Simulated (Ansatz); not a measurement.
# EuO (Fm-3m): energies of magnetic orders

One table from this session's results is given with a row withheld; the runs are named, their logs left out.

Method: DFT PBE, scalar-relativistic, plane waves, PAW, in Ansatz 0.2.0.

## The structure to begin with

The structure is cubic, space group Fm-3m (No. 225). The conventional cell has a = 5.061 Å, b = 5.061 Å, c = 5.061 Å, α = 90.00°, β = 90.00°, γ = 90.00°. Eu (site symmetry m-3m) has 6 O at 2.53 Å as nearest neighbours. O (site symmetry m-3m) is surrounded by 6 Eu at 2.53 Å.

As a file:

```
Eu O
1.0
     0.00000    2.53030    2.53030
     2.53030    0.00000    2.53030
     2.53030    2.53030    0.00000
Eu O
1 1
Direct
  0.00000 0.00000 0.00000
  0.50000 0.50000 0.50000
```

An earlier run at PBE left this cell at 16.200 Å³/atom and 0.11 GPa (12×12×12 mesh).

Set-up of the first run:

File input.yaml:

```yaml
crystal:
  lattice:
    - [0.0, 2.5302957811, -2.5302957811]
    - [0.0, 2.5302957811, 2.5302957811]
    - [5.0605915622, 0.0, 0.0]
  atoms:
    - { symbol: Eu, position: [0.0, 0.0, 0.0], spin: 7.0 }
    - { symbol: O, position: [0.0, 1.0, 0.5] }
    - { symbol: Eu, position: [0.5, 0.5, 0.5], spin: 7.0 }
    - { symbol: O, position: [0.5, 1.5, 1.0] }
basis:
  ecutwfc: 420
  ecutrho_ratio: 4
kpoints:
  mp_grid: { grid: [8, 8, 6] }
hamiltonian:
  xc: pbe
scf:
  occupations: { method: gaussian, width: 0.05 }
  lower_state_search: "off"
output:
  forces: true
  stress: true
  eigenvalues: true
  populations: true
magnetization:
  spin_polarized: true
```

The run is started by

```sh
$ ansatz run input.yaml --threads 2 --pin off --max-ram 5120MiB --backend cpu --events-out ev --progress --plain --runs-dir out
```

Among the steps run: Ferromagnetic, larger cell; Antiferromagnetic, propagation vector (1, 0, 0); Antiferromagnetic, propagation vector (1/2, 1/2, -1/2); No spin polarisation.

One of the session's tables, all rows but one given; the rest of the session is left out.

| order | above the lowest (meV/atom) | largest moment (μB) | pressure (GPa) |
| --- | --- | --- | --- |
| ferromagnetic | 0.0 | 6.58 | 0.1 |
| antiferromagnetic, propagation vector (1, 0, 0) | ? | ? | ? |
| antiferromagnetic, propagation vector (1/2, 1/2, -1/2) | 23.7 | 6.52 | -0.2 |
| no spin polarisation | 3408.4 | 0.00 | -13.4 |

Q: Estimate the row for antiferromagnetic, propagation vector (1, 0, 0) from the others.

**Answer.** above the lowest (meV/atom): 18.5; largest moment (μB): 6.52; pressure (GPa): -0.4. In the column «above the lowest (meV/atom)» it lies between ferromagnetic (0.0) and antiferromagnetic, propagation vector (1/2, 1/2, -1/2) (23.7).

The first row is the run of the earlier session that started with parallel moments (-4668.5147 eV/atom).

To keep in mind: Only these orders were tried, at zero temperature; the one found in experiment may not be among them. No U or exact exchange acts on the open f shell of Eu, so the metal found here may be the functional's error. Warnings in the runs' records: given moment on shells.
